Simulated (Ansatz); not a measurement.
## ZrS2, space group P-3m1: a comparison of functionals at one structure

Program: the Ansatz DFT code, driven from Python.

Contents of `zrs2.cif`:
```cif
data_ZrS2
_cell_length_a 3.691383
_cell_length_b 3.691383
_cell_length_c 6.041077
_cell_angle_alpha 90.00000
_cell_angle_beta 90.00000
_cell_angle_gamma 120.00000
_symmetry_space_group_name_H-M 'P 1'
_symmetry_Int_Tables_number 1
loop_
_symmetry_equiv_pos_as_xyz
'x, y, z'
loop_
_atom_site_label
_atom_site_type_symbol
_atom_site_fract_x
_atom_site_fract_y
_atom_site_fract_z
Zr1 Zr    0.000000    0.000000    0.000000
S2 S    0.666667    0.333333    0.762090
S3 S    0.333333    0.666667    0.237910
```

Script `run_xc.py`:
```python
"""Functional comparison for ZrS2 (totals differ with the potentials too)."""

import csv
import logging
import sys

import ansatz as az
from ase.io import read

logging.basicConfig(stream=sys.stdout, format="%(name)s: %(message)s")
log = logging.getLogger("zrs2")
log.setLevel(logging.INFO)

atoms = read("zrs2.cif")
structure = az.Crystal.from_ase(atoms)

setup = (
    structure.calculation()
    .kpoints(12, 12, 4)
    .basis(450)
    .pseudopotentials("paw")
    .occupations(az.OccupationsMethod.FERMI_DIRAC, width=0.05)
)

rows = []
for value in ["revpbe", "r2scan", "lda", "pbesol", "blyp"]:
    r = setup.functional(value).run(threads=1).report
    rows.append((value, r["free_energy_ev"] / len(r["lattice"]["sites"]), r["n_iterations"], r["n_kpoints"]))

with open("xc.csv", "w", newline="") as handle:
    writer = csv.writer(handle)
    writer.writerow(["functional", "F/atom (eV)", "iterations", "k-points"])
    writer.writerows([round(v, 5) if isinstance(v, float) else v for v in row] for row in rows)
print(open("xc.csv").read())
```

Output of `python run_xc.py`:
```text
DeckWarning: the atoms were moved onto the symmetric positions of the space group found under crystal.symmetry.tolerance 1.0e-5 (fractional; no operation is sought that the atoms, as they stand in a [...]
DeckWarning: basis.ecutwfc = 450 eV is below the records' recommended 500 eV, and the density's cutoff is lower with it unless basis.ecutrho_ratio is high enough to keep the records' density cutoff: compare with a run at a higher cutoff
functional,F/atom (eV),iterations,k-points
revpbe,-2000.82508,7,69
r2scan,-2004.01449,6,69
lda,-1940.39721,6,69
pbesol,-1967.7105,6,69
blyp,-2004.88045,6,69
```
(Warnings from the package without file and line, shortened.)

What to keep in mind:
- The cutoff lies under the one recommended for these potentials in some of the runs.
- Spin is left out of this run.
- This cell is a computed structure, which may not be the phase found in nature.
- Total energies of different functionals can't be compared; pressures, moments and gaps at this one structure can.
- Run time: 19 s on 1 thread of Arm Neoverse V2 (shared host), peak memory 0.58 GiB.
